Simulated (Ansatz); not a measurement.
# NbC (Fm-3m): equation of state, part 1 of 2

Aim: the bulk modulus of NbC (Fm-3m) from energies at several volumes around the relaxed one.

Method: DFT r²SCAN, scalar-relativistic, plane waves, PAW, in Ansatz 0.2.0.

**1. Starting point**

Symmetry: Fm-3m, No. 225, cubic system. The conventional cell has a = 4.482 Å, b = 4.482 Å, c = 4.482 Å, α = 90.00°, β = 90.00°, γ = 90.00°. Nb (site symmetry m-3m) is surrounded by 6 C at 2.24 Å. C (site symmetry m-3m) is surrounded by 6 Nb at 2.24 Å.

Structure file:

```
CELL_PARAMETERS angstrom
0.00000 2.24086 2.24086
2.24086 0.00000 2.24086
2.24086 2.24086 0.00000
ATOMIC_POSITIONS crystal
Nb 0.00000 0.00000 0.00000
C 0.50000 0.50000 0.50000
```

This cell comes from an earlier session at r²SCAN: 11.252 Å³/atom at 0.00 GPa, on a 18×18×18 mesh.

Volume factors to run: 0.980, 1.020, 0.960, 1.040.

**2. Scaling the volume by 0.980**

The input, input.yaml:

```yaml
crystal:
  lattice:
    - [0.0, 2.2258223507, 2.2258223507]
    - [2.2258223507, 0.0, 2.2258223507]
    - [2.2258223507, 2.2258223507, 0.0]
  atoms:
    - { symbol: Nb, position: [0.0, 0.0, 0.0] }
    - { symbol: C, position: [0.5, 0.5, 0.5] }
basis:
  ecutwfc: 500
  ecutrho_ratio: 4
kpoints:
  mp_grid: { grid: [18, 18, 18] }
hamiltonian:
  xc: r2scan
scf:
  occupations: { method: gaussian, width: 0.05 }
output:
  forces: true
  stress: true
  eigenvalues: true
```

Run with:

```sh
$ ansatz run input.yaml --threads 1 --pin off --max-ram 2560MiB --backend cpu --events-out ev --progress --plain --runs-dir out
```

Log:

```text
Warning: RAYON_NUM_THREADS=1 ignored (pool sized by the plan → 1); use --threads N
Engine: ansatz 0.2.0, x86_64-unknown-linux-gnu
Pseudopotentials: kind: paw
Pseudopotential: Nb, paw, valence charge 13, recommended cutoff 500 eV (meta_gga), Nb.paw.azcp
Pseudopotential: C, paw, valence charge 4, recommended cutoff 500 eV (meta_gga), C.paw.azcp
Functional definition: r2SCAN
  parameter k0 = 0.174
  parameter k1 = 0.065
  parameter a1 = 4.9479
  exchange = r2scan_x(k0 = k0, k1 = k1, a1 = a1)
  correlation = r2scan_c
Crystal: 2 atoms, lattice volume = 22.055 Å³
Basis set: ecut = 500 eV, 537 PW (Γ), exchange–correlation on 96×96×96 points (64 copies of the dense FFT grid, shifted against one another)
Bands: 13, of which v1, the nominal top of the filled ones, is band 9 counted from 1 (8 counted from 0)
Symmetry: 48 space group operations
Space group: Fm-3m (ITA 225), of the structure as read, at distance tolerance 2.8e-5 Å
k-points: 195 of 5832
Non-local potential: Nb, projectors of the file, l = 0: 3, l = 1: 2, l = 2: 2, l = 3: 1
Non-local potential: C, projectors of the file, l = 0: 2, l = 1: 2, l = 2: 1
PAW form: soft (Blöchl's): semilocal exchange-correlation on the pseudo side does not see the compensation charge
PAW frozen core: Nb, regenerated for the run's functional (the file was generated under x = pbe(κ = 0.804, μ = 0.2195149727645171), c = pbe(β = 0.06672455060314922))
PAW frozen core: C, regenerated for the run's functional (the file was generated under x = pbe(κ = 0.804, μ = 0.2195149727645171), c = pbe(β = 0.06672455060314922))
PAW one-centre angular grid: Nb, 590 points (default); XC on 160 Gauss nodes
PAW one-centre angular grid: C, 302 points (default); XC on 239 of its mesh's 2573 points in the sphere
Initial density: superposition of atomic densities (neutral atoms: chi_scale 0, normalization atom), corrected by the library's trained network
Initial wavefunctions: pseudopotential atomic-orbital guess
Functional: x = r2scan, c = r2scan; τ floored in thin density (d = 2e-4 eV/Å³)
SCF iter   1: F=—  HF=-4816.550826 eV  |F-HF|=—  |Δ(HF+E_count)|=         —  Δρ=1.41e-2  dr2=5.37e-2  dr2_τ=1.60e-1  ethr=1.77e-3  ⟨swp⟩=5.4  Hψ=14333  notcnv=0
preconditioner: auto → none  [metal: Δε(μ)=0.023 eV  Ē_g=10.107 eV  σ=0.050 eV  W_gap=0.25  n_scr=8 (ndim 8)  ℏωp=23.7 eV  f_vac=0.000  D(μ)=1.02/eV (n_scr^D=14)  sad-step TF]
SCF iter   2: F=—  HF=-4816.559966 eV  |F-HF|=—  |Δ(HF+E_count)|=   9.14e-3  Δρ=6.14e-3  dr2=5.48e-3  dr2_τ=1.37e-3  ethr=3.16e-4  ⟨swp⟩=2.3  Hψ=5698  notcnv=0  defer=80
SCF iter   3: F=—  HF=-4816.560841 eV  |F-HF|=—  |Δ(HF+E_count)|=   8.75e-4  Δρ=1.80e-3  dr2=3.11e-4  dr2_τ=2.77e-5  ethr=3.22e-5  ⟨swp⟩=2.3  Hψ=3647  notcnv=0  defer=80
SCF iter   4: F=—  HF=-4816.561117 eV  |F-HF|=—  |Δ(HF+E_count)|=   2.76e-4  Δρ=2.08e-4  dr2=4.57e-6  dr2_τ=1.63e-6  ethr=1.83e-6  ⟨swp⟩=2.0  Hψ=3257  notcnv=0  defer=80
SCF iter   5: F=—  HF=-4816.561124 eV  |F-HF|=—  |Δ(HF+E_count)|=   7.36e-6  Δρ=5.03e-5  dr2=2.85e-7  dr2_τ=9.20e-9  ethr=2.69e-8  ⟨swp⟩=2.3  Hψ=3996  notcnv=0  defer=80
SCF iter   6: F=-4816.561126 eV  HF=-4816.561126 eV  |F-HF|=1.49e-8  |Δ(HF+E_count)|=   1.19e-6  Δρ=1.63e-5  dr2=2.89e-8  dr2_τ=1.40e-9  ethr=5.88e-10  ⟨swp⟩=7.4  Hψ=12770  notcnv=0
SCF 1 converged in 6 iterations: F = -4816.561126 eV  dr2 = 2.89e-8
SCF converged after 6 iterations
Free energy (F): -4816.561126 eV
Harris-Foulkes:  -4816.561126 eV  (|F-HF|=1.49e-8)
Internal energy: -4816.559880 eV  (E = F + TS)
E sigma→0 (E₀):  -4816.560503 eV
Entropy (-TS):   -0.001246 eV (-0.623 meV/atom)
Fermi energy:    19.198119 eV
--- Per-component energies (eV) ---
  E_band       = -41.390538
  E_kinetic    = 485.116814
  E_local      = -690.981738  (includes V_loc(G=0)·N_el)
  E_nonlocal   = 143.176452
  E_hartree    = 210.310118
  E_xc         = -219.050422
  E_vxc        = -304.335123  (∫ρ·V_xc dr)
  E_paw        = -3189.790287  (= ΣΔE_a)
  E_vpaw       = -113.027527  (= ΣTr[D̂ρ^β])
  E_aug_tail   = 0.000008  (compensation charges beyond the density's cutoff)
  E_vtau       = 18.038525  (kinetic-family band-sum trace: ∫τ·v_τ [+ j·A + Jᵃ·Aᵃ] dr)
  E_ewald      = -1555.123620
  E_core_change = -0.217204  (= ΣΔE_core)
  E_smearing   = -0.001246  (= −TS)
  E_closure    = 0.000000  (closes the sum)
  Σ components = -4816.561126   (vs F -4816.561126, Δ=0.00e0)
--- Forces (eV/Å), atoms counted from 1 ---
  atom   1  Nb    -0.00000000     0.00000000    -0.00000000
  atom   2  C      0.00000000    -0.00000000     0.00000000
  max |Σ_I F_I| component: 2.56e-30 eV/Å
--- Stress (GPa, compression-positive) ---
        6.553732       0.000000       0.000000
        0.000000       6.553732       0.000000
        0.000000      -0.000000       6.553732
  P = ⅓ Tr σ = 6.5537 GPa (65.537 kbar)
--- Band table (eV; the first three rows and the last of 195) ---
  k-point 0: bands = ["-38.4977", "-13.4631", "-13.4631", "-13.4631", "4.7819", "17.8255", "17.8255", "17.8255", "18.8046", "18.8046", "18.8046", "19.5180", "19.5180"]
  k-point 1: bands = ["-38.4940", "-13.4931", "-13.4657", "-13.4657", "4.8646", "17.3826", "17.6547", "17.6547", "18.3132", "18.3132", "19.0886", "20.3453", "20.3453"]
  k-point 2: bands = ["-38.4836", "-13.5787", "-13.4733", "-13.4733", "5.1064", "16.5542", "16.8996", "16.8996", "18.3587", "18.3587", "19.4894", "21.5430", "21.5430"]
  k-point 194: bands = ["-38.3349", "-14.0660", "-13.9813", "-13.7962", "6.8990", "14.2479", "14.5024", "14.5752", "20.3384", "21.2286", "22.6107", "24.4527", "25.0321"]
```

It took 8.4 s on 1 thread of Intel Xeon at 2.70GHz, shared host; peak memory 0.43 GiB.

Read off: volume 11.027 Å³/atom, pressure 6.55 GPa, metallic.

**3. Volume × 1.020**

Changes to input.yaml since step 2:

```diff
@@ -2,5 +2,5 @@
   lattice:
-    - [0.0, 2.2258223507, 2.2258223507]
-    - [2.2258223507, 0.0, 2.2258223507]
-    - [2.2258223507, 2.2258223507, 0.0]
+    - [0.0, 2.2557027263, 2.2557027263]
+    - [2.2557027263, 0.0, 2.2557027263]
+    - [2.2557027263, 2.2557027263, 0.0]
   atoms:
```

Run with:

```sh
$ ansatz run input.yaml --threads 1 --pin off --max-ram 2560MiB --backend cpu --events-out ev --progress --plain --runs-dir out
```

Log:

```text
Warning: RAYON_NUM_THREADS=1 ignored (pool sized by the plan → 1); use --threads N
Engine: ansatz 0.2.0, x86_64-unknown-linux-gnu
Pseudopotentials: kind: paw
Pseudopotential: Nb, paw, valence charge 13, recommended cutoff 500 eV (meta_gga), Nb.paw.azcp
Pseudopotential: C, paw, valence charge 4, recommended cutoff 500 eV (meta_gga), C.paw.azcp
Functional definition: r2SCAN
  parameter k0 = 0.174
  parameter k1 = 0.065
  parameter a1 = 4.9479
  exchange = r2scan_x(k0 = k0, k1 = k1, a1 = a1)
  correlation = r2scan_c
Crystal: 2 atoms, lattice volume = 22.955 Å³
Basis set: ecut = 500 eV, 561 PW (Γ), exchange–correlation on 96×96×96 points (64 copies of the dense FFT grid, shifted against one another)
Bands: 13, of which v1, the nominal top of the filled ones, is band 9 counted from 1 (8 counted from 0)
Symmetry: 48 space group operations
Space group: Fm-3m (ITA 225), of the structure as read, at distance tolerance 2.8e-5 Å
k-points: 195 of 5832
Non-local potential: Nb, projectors of the file, l = 0: 3, l = 1: 2, l = 2: 2, l = 3: 1
Non-local potential: C, projectors of the file, l = 0: 2, l = 1: 2, l = 2: 1
PAW form: soft (Blöchl's): semilocal exchange-correlation on the pseudo side does not see the compensation charge
PAW frozen core: Nb, regenerated for the run's functional (the file was generated under x = pbe(κ = 0.804, μ = 0.2195149727645171), c = pbe(β = 0.06672455060314922))
PAW frozen core: C, regenerated for the run's functional (the file was generated under x = pbe(κ = 0.804, μ = 0.2195149727645171), c = pbe(β = 0.06672455060314922))
PAW one-centre angular grid: Nb, 590 points (default); XC on 160 Gauss nodes
PAW one-centre angular grid: C, 302 points (default); XC on 239 of its mesh's 2573 points in the sphere
Initial density: superposition of atomic densities (neutral atoms: chi_scale 0, normalization atom), corrected by the library's trained network
Initial wavefunctions: pseudopotential atomic-orbital guess
Functional: x = r2scan, c = r2scan; τ floored in thin density (d = 2e-4 eV/Å³)
SCF iter   1: F=—  HF=-4816.555701 eV  |F-HF|=—  |Δ(HF+E_count)|=         —  Δρ=1.47e-2  dr2=6.45e-2  dr2_τ=1.47e-1  ethr=1.77e-3  ⟨swp⟩=5.4  Hψ=14274  notcnv=0
preconditioner: auto → none  [metal: Δε(μ)=0.014 eV  Ē_g=9.762 eV  σ=0.050 eV  W_gap=0.15  n_scr=8 (ndim 8)  ℏωp=23.3 eV  f_vac=0.000  D(μ)=1.09/eV (n_scr^D=14)  sad-step TF]
SCF iter   2: F=—  HF=-4816.560501 eV  |F-HF|=—  |Δ(HF+E_count)|=   4.80e-3  Δρ=5.98e-3  dr2=5.06e-3  dr2_τ=1.89e-3  ethr=3.79e-4  ⟨swp⟩=2.1  Hψ=5007  notcnv=0  defer=80
SCF iter   3: F=—  HF=-4816.561408 eV  |F-HF|=—  |Δ(HF+E_count)|=   9.07e-4  Δρ=1.99e-3  dr2=4.42e-4  dr2_τ=3.66e-5  ethr=2.98e-5  ⟨swp⟩=2.3  Hψ=3178  notcnv=0  defer=80
SCF iter   4: F=—  HF=-4816.561727 eV  |F-HF|=—  |Δ(HF+E_count)|=   3.19e-4  Δρ=2.89e-4  dr2=1.24e-5  dr2_τ=3.02e-6  ethr=2.60e-6  ⟨swp⟩=2.0  Hψ=3277  notcnv=0  defer=80
SCF iter   5: F=—  HF=-4816.561734 eV  |F-HF|=—  |Δ(HF+E_count)|=   7.00e-6  Δρ=6.26e-5  dr2=4.58e-7  dr2_τ=3.24e-8  ethr=7.28e-8  ⟨swp⟩=2.2  Hψ=3542  notcnv=0  defer=80
SCF iter   6: F=-4816.561735 eV  HF=-4816.561735 eV  |F-HF|=1.52e-8  |Δ(HF+E_count)|=   1.79e-6  Δρ=2.19e-5  dr2=5.79e-8  dr2_τ=1.24e-8  ethr=5.88e-10  ⟨swp⟩=7.6  Hψ=12927  notcnv=0
SCF 1 converged in 6 iterations: F = -4816.561735 eV  dr2 = 5.79e-8
SCF converged after 6 iterations
Free energy (F): -4816.561735 eV
Harris-Foulkes:  -4816.561735 eV  (|F-HF|=1.52e-8)
Internal energy: -4816.560414 eV  (E = F + TS)
E sigma→0 (E₀):  -4816.561075 eV
Entropy (-TS):   -0.001321 eV (-0.661 meV/atom)
Fermi energy:    18.363568 eV
--- Per-component energies (eV) ---
  E_band       = -54.852486
  E_kinetic    = 481.755716
  E_local      = -715.865036  (includes V_loc(G=0)·N_el)
  E_nonlocal   = 142.920789
  E_hartree    = 216.932167
  E_xc         = -217.997478
  E_vxc        = -302.762022  (∫ρ·V_xc dr)
  E_paw        = -3189.565846  (= ΣΔE_a)
  E_vpaw       = -112.715730  (= ΣTr[D̂ρ^β])
  E_aug_tail   = 0.000009  (compensation charges beyond the density's cutoff)
  E_vtau       = 17.946851  (kinetic-family band-sum trace: ∫τ·v_τ [+ j·A + Jᵃ·Aᵃ] dr)
  E_ewald      = -1534.523531
  E_core_change = -0.217204  (= ΣΔE_core)
  E_smearing   = -0.001321  (= −TS)
  E_closure    = -0.000000  (closes the sum)
  Σ components = -4816.561735   (vs F -4816.561735, Δ=0.00e0)
--- Forces (eV/Å), atoms counted from 1 ---
  atom   1  Nb    -0.00000000     0.00000000    -0.00000000
  atom   2  C      0.00000000    -0.00000000     0.00000000
  max |Σ_I F_I| component: 3.35e-30 eV/Å
--- Stress (GPa, compression-positive) ---
       -5.908560      -0.000000       0.000000
       -0.000000      -5.908560       0.000000
       -0.000000      -0.000000      -5.908560
  P = ⅓ Tr σ = -5.9086 GPa (-59.086 kbar)
--- Band table (eV; the first three rows and the last of 195) ---
  k-point 0: bands = ["-39.4049", "-14.4001", "-14.4001", "-14.4001", "4.1649", "17.0616", "17.0616", "17.0616", "18.0068", "18.0068", "18.0068", "18.6485", "18.6485"]
  k-point 1: bands = ["-39.4019", "-14.4259", "-14.4025", "-14.4025", "4.2425", "16.6335", "16.8943", "16.8943", "17.5230", "17.5230", "18.2757", "19.4561", "19.4561"]
  k-point 2: bands = ["-39.3931", "-14.4993", "-14.4092", "-14.4092", "4.4700", "15.8271", "16.1630", "16.1630", "17.5668", "17.5668", "18.6545", "20.6061", "20.6061"]
  k-point 194: bands = ["-39.2694", "-14.9223", "-14.8490", "-14.6883", "6.2536", "13.5806", "13.7891", "13.8288", "19.4504", "20.2913", "21.5576", "23.2918", "23.8134"]
```

It took 8.5 s on 1 thread of Intel Xeon at 2.70GHz, shared host; peak memory 0.43 GiB.

Result: volume 11.477 Å³/atom, pressure -5.91 GPa, metallic.

**4. Volume × 0.960**

Changes to input.yaml since step 3:

```diff
@@ -2,5 +2,5 @@
   lattice:
-    - [0.0, 2.2557027263, 2.2557027263]
-    - [2.2557027263, 0.0, 2.2557027263]
-    - [2.2557027263, 2.2557027263, 0.0]
+    - [0.0, 2.2105765136, 2.2105765136]
+    - [2.2105765136, 0.0, 2.2105765136]
+    - [2.2105765136, 2.2105765136, 0.0]
   atoms:
```

Run with:

```sh
$ ansatz run input.yaml --threads 1 --pin off --max-ram 2560MiB --backend cpu --events-out ev --progress --plain --runs-dir out
```

Log:

```text
Warning: RAYON_NUM_THREADS=1 ignored (pool sized by the plan → 1); use --threads N
Engine: ansatz 0.2.0, x86_64-unknown-linux-gnu
Pseudopotentials: kind: paw
Pseudopotential: Nb, paw, valence charge 13, recommended cutoff 500 eV (meta_gga), Nb.paw.azcp
Pseudopotential: C, paw, valence charge 4, recommended cutoff 500 eV (meta_gga), C.paw.azcp
Functional definition: r2SCAN
  parameter k0 = 0.174
  parameter k1 = 0.065
  parameter a1 = 4.9479
  exchange = r2scan_x(k0 = k0, k1 = k1, a1 = a1)
  correlation = r2scan_c
Crystal: 2 atoms, lattice volume = 21.605 Å³
Basis set: ecut = 500 eV, 537 PW (Γ), exchange–correlation on 96×96×96 points (64 copies of the dense FFT grid, shifted against one another)
Bands: 13, of which v1, the nominal top of the filled ones, is band 9 counted from 1 (8 counted from 0)
Symmetry: 48 space group operations
Space group: Fm-3m (ITA 225), of the structure as read, at distance tolerance 2.8e-5 Å
k-points: 195 of 5832
Non-local potential: Nb, projectors of the file, l = 0: 3, l = 1: 2, l = 2: 2, l = 3: 1
Non-local potential: C, projectors of the file, l = 0: 2, l = 1: 2, l = 2: 1
PAW form: soft (Blöchl's): semilocal exchange-correlation on the pseudo side does not see the compensation charge
PAW frozen core: Nb, regenerated for the run's functional (the file was generated under x = pbe(κ = 0.804, μ = 0.2195149727645171), c = pbe(β = 0.06672455060314922))
PAW frozen core: C, regenerated for the run's functional (the file was generated under x = pbe(κ = 0.804, μ = 0.2195149727645171), c = pbe(β = 0.06672455060314922))
PAW one-centre angular grid: Nb, 590 points (default); XC on 160 Gauss nodes
PAW one-centre angular grid: C, 302 points (default); XC on 239 of its mesh's 2573 points in the sphere
Initial density: superposition of atomic densities (neutral atoms: chi_scale 0, normalization atom), corrected by the library's trained network
Initial wavefunctions: pseudopotential atomic-orbital guess
Functional: x = r2scan, c = r2scan; τ floored in thin density (d = 2e-4 eV/Å³)
SCF iter   1: F=—  HF=-4816.519865 eV  |F-HF|=—  |Δ(HF+E_count)|=         —  Δρ=1.37e-2  dr2=4.83e-2  dr2_τ=1.68e-1  ethr=1.77e-3  ⟨swp⟩=5.3  Hψ=14386  notcnv=0
preconditioner: auto → none  [metal: Δε(μ)=0.010 eV  Ē_g=10.293 eV  σ=0.050 eV  W_gap=0.11  n_scr=8 (ndim 8)  ℏωp=24.0 eV  f_vac=0.000  D(μ)=0.98/eV (n_scr^D=14)  sad-step TF]
SCF iter   2: F=—  HF=-4816.531626 eV  |F-HF|=—  |Δ(HF+E_count)|=   1.18e-2  Δρ=6.23e-3  dr2=5.58e-3  dr2_τ=1.17e-3  ethr=2.84e-4  ⟨swp⟩=2.1  Hψ=5770  notcnv=0  defer=80
SCF iter   3: F=—  HF=-4816.532429 eV  |F-HF|=—  |Δ(HF+E_count)|=   8.03e-4  Δρ=1.68e-3  dr2=2.57e-4  dr2_τ=2.44e-5  ethr=3.28e-5  ⟨swp⟩=2.2  Hψ=3749  notcnv=0  defer=80
SCF iter   4: F=—  HF=-4816.532672 eV  |F-HF|=—  |Δ(HF+E_count)|=   2.42e-4  Δρ=1.94e-4  dr2=3.66e-6  dr2_τ=1.10e-6  ethr=1.51e-6  ⟨swp⟩=2.0  Hψ=3236  notcnv=0  defer=80
SCF iter   5: F=—  HF=-4816.532680 eV  |F-HF|=—  |Δ(HF+E_count)|=   8.50e-6  Δρ=4.60e-5  dr2=2.47e-7  dr2_τ=7.61e-9  ethr=2.15e-8  ⟨swp⟩=2.4  Hψ=4051  notcnv=0  defer=80
SCF iter   6: F=-4816.532681 eV  HF=-4816.532681 eV  |F-HF|=1.23e-8  |Δ(HF+E_count)|=   9.24e-7  Δρ=1.65e-5  dr2=3.56e-8  dr2_τ=1.42e-9  ethr=5.88e-10  ⟨swp⟩=7.3  Hψ=12741  notcnv=0
SCF 1 converged in 6 iterations: F = -4816.532681 eV  dr2 = 3.56e-8
SCF converged after 6 iterations
Free energy (F): -4816.532681 eV
Harris-Foulkes:  -4816.532681 eV  (|F-HF|=1.23e-8)
Internal energy: -4816.531472 eV  (E = F + TS)
E sigma→0 (E₀):  -4816.532077 eV
Entropy (-TS):   -0.001209 eV (-0.604 meV/atom)
Fermi energy:    19.637951 eV
--- Per-component energies (eV) ---
  E_band       = -34.284266
  E_kinetic    = 486.927065
  E_local      = -678.138662  (includes V_loc(G=0)·N_el)
  E_nonlocal   = 143.330103
  E_hartree    = 206.937846
  E_xc         = -219.605879
  E_vxc        = -305.167398  (∫ρ·V_xc dr)
  E_paw        = -3189.915798  (= ΣΔE_a)
  E_vpaw       = -113.201557  (= ΣTr[D̂ρ^β])
  E_aug_tail   = 0.000006  (compensation charges beyond the density's cutoff)
  E_vtau       = 18.088570  (kinetic-family band-sum trace: ∫τ·v_τ [+ j·A + Jᵃ·Aᵃ] dr)
  E_ewald      = -1565.848950
  E_core_change = -0.217204  (= ΣΔE_core)
  E_smearing   = -0.001209  (= −TS)
  E_closure    = -0.000000  (closes the sum)
  Σ components = -4816.532681   (vs F -4816.532681, Δ=0.00e0)
--- Forces (eV/Å), atoms counted from 1 ---
  atom   1  Nb    -0.00000000     0.00000000     0.00000000
  atom   2  C      0.00000000    -0.00000000     0.00000000
  max |Σ_I F_I| component: 3.16e-30 eV/Å
--- Stress (GPa, compression-positive) ---
       13.822289      -0.000000      -0.000000
       -0.000000      13.822289      -0.000000
       -0.000000      -0.000000      13.822289
  P = ⅓ Tr σ = 13.8223 GPa (138.223 kbar)
--- Band table (eV; the first three rows and the last of 195) ---
  k-point 0: bands = ["-38.0210", "-12.9687", "-12.9687", "-12.9687", "5.1126", "18.2275", "18.2275", "18.2275", "19.2257", "19.2257", "19.2257", "19.9766", "19.9766"]
  k-point 1: bands = ["-38.0170", "-13.0011", "-12.9715", "-12.9715", "5.1980", "17.7773", "18.0553", "18.0553", "18.7296", "18.7296", "19.5171", "20.8146", "20.8146"]
  k-point 2: bands = ["-38.0055", "-13.0936", "-12.9796", "-12.9796", "5.4475", "16.9376", "17.2881", "17.2881", "18.7756", "18.7756", "19.9290", "22.0376", "22.0376"]
  k-point 194: bands = ["-37.8423", "-13.6174", "-13.5263", "-13.3273", "7.2410", "14.6006", "14.8817", "14.9733", "20.8071", "21.7230", "23.1676", "25.0657", "25.6801"]
```

Run time: 6.5 s. Hardware: 1 thread of Intel Xeon at 2.70GHz, shared host; peak memory 0.43 GiB.

Result: volume 10.802 Å³/atom, pressure 13.82 GPa, metallic.

(Continued in part 2 of 2.)
